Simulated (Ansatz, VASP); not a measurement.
# C: VASP beside Ansatz

Contents of INCAR:

```
  PREC = Accurate
  ENCUT = 520
  EDIFF = 1E-6
  ISMEAR = 0
  SIGMA = 0.05
  LREAL = F
  LASPH = T
  NELM = 80
  ALGO = Normal
  ISIF = 2
  LWAVE = F
  LCHARG = T
  GGA = PE
  IVDW = 12
  LELF = T
  LVHAR = T
  NBANDS = 11
```

File KPOINTS:

```
Automatic mesh
0
Gamma
  15 15 15
```

POSCAR

```
C
1.0
    1.2324984681      0.7115833223      3.3613878357
   -1.2324984681      0.7115833223      3.3613878357
    0.0000000000     -1.4231666447      3.3613878357
C
2
Direct
    0.1703638699      0.1703638699      0.1703638699
    0.8296361301      0.8296361301      0.8296361301
```

Input for Ansatz:

```yaml
crystal:
  lattice:
    - [1.2324984681, 0.7115833223, 3.3613878357]
    - [-1.2324984681, 0.7115833223, 3.3613878357]
    - [0.0, -1.4231666447, 3.3613878357]
  atoms:
    - { symbol: C, position: [0.1703638699, 0.1703638699, 0.1703638699] }
    - { symbol: C, position: [0.8296361301, 0.8296361301, 0.8296361301] }
basis:
  ecutwfc: 520.0
kpoints:
  mp_grid: { grid: [15, 15, 15] }
hamiltonian:
  xc: pbe
  dispersion: d3bj
scf:
  occupations: { method: gaussian, width: 0.05 }
output:
  forces: true
  stress: true
  eigenvalues: true
```

Change from the starting cell: mode 4 frozen in at +0.038 Å, equal normal strain along x, y and z +0.0000.

Alike in both runs: task single point; functional PBE; dispersion D3(BJ); k mesh 15 × 15 × 15; occupations gaussian, width 0.05 eV; no spin polarisation.

|  | VASP | Ansatz |
| --- | --- | --- |
| version | VASP 6.6.1 | Ansatz 0.2.0 |
| potentials or method | VASP PAW PBE potentials, release 64 (C) | scalar-relativistic, plane waves, PAW |
| plane-wave cutoff (eV) | 520 | 520 |
| valence electrons in the cell | 8 | 8 |

|  | VASP | Ansatz | Ansatz less VASP |
| --- | --- | --- | --- |
| gap on the k mesh at the Fermi level (eV) | 0.54 | 0.53 | -0.001 |
| least direct gap on the mesh (eV) | 0.54 | 0.53 | -0.001 |
| pressure (GPa) | 0.1 | -0.3 | -0.43 |
| largest component of the traceless stress (GPa) | 0.98 | 0.46 | -0.523 |
| rms of the force components (eV/Å) | 0.725 | 0.728 | +0.0024 |

Atom by atom the forces differ by 0.002 eV/Å (rms over components).

Caveats: an odd mesh through Γ misses points on the zone boundary, where band edges often lie; forces of over 1 eV/Å show positions far from the minimum, so gaps and moduli don't describe the material at rest.
